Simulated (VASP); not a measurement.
A run of VASP 6.6.1 is set up as follows.

File INCAR:

```
ALGO = Normal
EDIFF = 1E-6
ENCUT = 520
GGA = PS
ICORELEVEL = 1
ISIF = 2
ISMEAR = 0
LASPH = True
LCHARG = False
LREAL = False
LWAVE = False
NELM = 100
PREC = Accurate
SIGMA = 0.02
```

KPOINTS

```
k-points
0
Gamma
  5 5 3
```

The input POSCAR:

```
TaSi2
1.0
    4.7839000000      0.0000000000      0.0000000000
   -2.3919500000      4.1429789292      0.0000000000
    0.0000000000      0.0000000000      6.5700000000
Ta Si
3 6
Direct
    0.0000000000      0.5000000000      0.3333333333
    0.5000000000      0.5000000000      0.6666666667
    0.5000000000      0.0000000000      0.0000000000
    0.3179400000      0.1589700000      0.3333333333
    0.1589700000      0.8410300000      0.6666666667
    0.8410300000      0.6820600000      0.0000000000
    0.6820600000      0.8410300000      0.3333333333
    0.8410300000      0.1589700000      0.6666666667
    0.1589700000      0.3179400000      0.0000000000
```

Potentials or basis: VASP PAW PBE potentials, release 64 (Ta_pv, Si).

Command:

```bash
$ cat potpaw_PBE.64/Ta_pv/POTCAR potpaw_PBE.64/Si/POTCAR > POTCAR
$ mpirun -np 1 vasp_std > vasp.out
```

Problem. Predict the band gap on the k mesh.

Solution. None (metal or under the smearing width).

Problem. Estimate the pressure.

Solution. -1.9 GPa.

Problem. Estimate the largest force.

Solution. 0.023 eV/Å.

Core levels (eV, on the scale of the bands):
```tsv
atom	levels
1 Ta	1s -67328.3, 2s -11554.1, 2p -10121.2, 3s -2635.6, 3p -2209.6, 3d -1713.4, 4s -525.7, 4p -386.0, 4d -207.4, 4f -10.0, 5s -58.3
2 Ta	1s -67328.3, 2s -11554.1, 2p -10121.2, 3s -2635.6, 3p -2209.6, 3d -1713.4, 4s -525.7, 4p -386.0, 4d -207.4, 4f -10.0, 5s -58.3
3 Ta	1s -67328.3, 2s -11554.1, 2p -10121.2, 3s -2635.6, 3p -2209.6, 3d -1713.4, 4s -525.7, 4p -386.0, 4d -207.4, 4f -10.0, 5s -58.3
4 Si	1s -1771.2, 2s -125.0, 2p -81.1
5 Si	1s -1771.2, 2s -125.0, 2p -81.1
6 Si	1s -1771.2, 2s -125.0, 2p -81.1
```

Caveat: the PAW data sets were made with another functional, which shifts forces and pressure a little. The run has no spin-orbit coupling, so splittings on Ta are missing.
